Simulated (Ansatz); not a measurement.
# Zone-centre phonons of AgCl at 40 GPa: input and output

The calculation used Ansatz, DFT PBEsol, scalar-relativistic, plane waves, PAW.

Launched with:
```bash
ansatz run input.yaml --threads 1 --pin off --max-ram 1228MiB --backend cpu --events-out ev --progress --plain --runs-dir out
```

Input (bare energies are in eV):
```yaml
crystal:
  lattice:
    - [0.0, 2.4546355154, 2.4546355154]
    - [2.4546355154, 0.0, 2.4546355154]
    - [2.4546355154, 2.4546355154, 0.0]
  atoms:
    - { symbol: Ag, position: [0.5, 0.5, 0.5] }
    - { symbol: Cl, position: [0.0, 0.0, 0.0] }
basis:
  ecutwfc: 420
kpoints:
  mp_grid: { grid: [10, 10, 10] }
hamiltonian:
  xc: pbesol
scf:
  occupations: { method: fixed }
output:
  eigenvalues: true
phonons:
  method: dfpt
  dielectric: true
  rigid_motions: translations
  eigenvectors: true
```

The end of the output:
```
--- Phonons (Γ-DFPT): 2 representative perturbations + reference, on 102 of 1000 k-points (Σ response iterations 6) ---
  k mesh reduced under 8 symmetry operations, with k and −k counted as one. Each operation leaves every solved perturbation unchanged. A smaller set is not considered because the run solves the response ...
  ASR residual: 1.497e-4 → 0.000e0 eV/Å²; symmetrization residual: 2.549e-6 eV/Å²
  ASR residual per site (eV/Å²): 5.94e-5 1.50e-4
  Γ frequencies (cm⁻¹): 0.00 0.00 0.00 259.45 259.45 259.45
  ε∞ (high-frequency dielectric tensor):
        7.074854     0.000000     0.000000
        0.000000     7.074854    -0.000000
        0.000000    -0.000000     7.074854
  ε⁰ (static dielectric tensor: ions relaxed, cell fixed):
        8.586842     0.000000    -0.000000
        0.000000     8.586842    -0.000000
       -0.000000    -0.000000     8.586842
  ε⁰ − ε∞ (ionic part):
        1.511989     0.000000    -0.000000
        0.000000     1.511989    -0.000000
       -0.000000    -0.000000     1.511989
  softest optical mode at Γ: 259.45 cm⁻¹; the repairs (sum rule, projections) moved no ω² at Γ by more than (1.12 cm⁻¹)²
  Born effective charges Z* (e; rows j = field, columns β = displacement):
    site 0:
         1.27764    0.00000    0.00000
         0.00000    1.27764   -0.00000
        -0.00000    0.00000    1.27764
    site 1:
        -1.27764   -0.00000   -0.00000
        -0.00000   -1.27764    0.00000
         0.00000   -0.00000   -1.27764
  Z* charge neutrality: 1.098e-3 e pre-enforcement
  solved inside a basis spanned on kpoints, on 10×10×10 k-points, its susceptibility summed on 14×14×14: ε∞ is read to err by 1.9e-2, Z* by 2.0e-2 e (field_mesh: kpoints solves on kpoints); Z* is corrected for ...
  optical modes at Γ without the LO–TO term, one row a degenerate level:
      ω (cm⁻¹) modes IR ((D/Å)²/amu)
        259.45      3             4.2344
  optical modes at Γ + LO–TO along q̂ = [1.0000, 0.0000, 0.0000]:
      ω (cm⁻¹) modes IR ((D/Å)²/amu)
        259.45      2             2.8229
        285.83      1             1.4115
  optical modes at Γ + LO–TO along q̂ = [0.0000, 1.0000, 0.0000]:
      ω (cm⁻¹) modes IR ((D/Å)²/amu)
        259.45      2             2.8229
        285.83      1             1.4115
  optical modes at Γ + LO–TO along q̂ = [0.0000, 0.0000, 1.0000]:
      ω (cm⁻¹) modes IR ((D/Å)²/amu)
        259.45      2             2.8229
        285.83      1             1.4115
```

Other phases may be more stable at this pressure.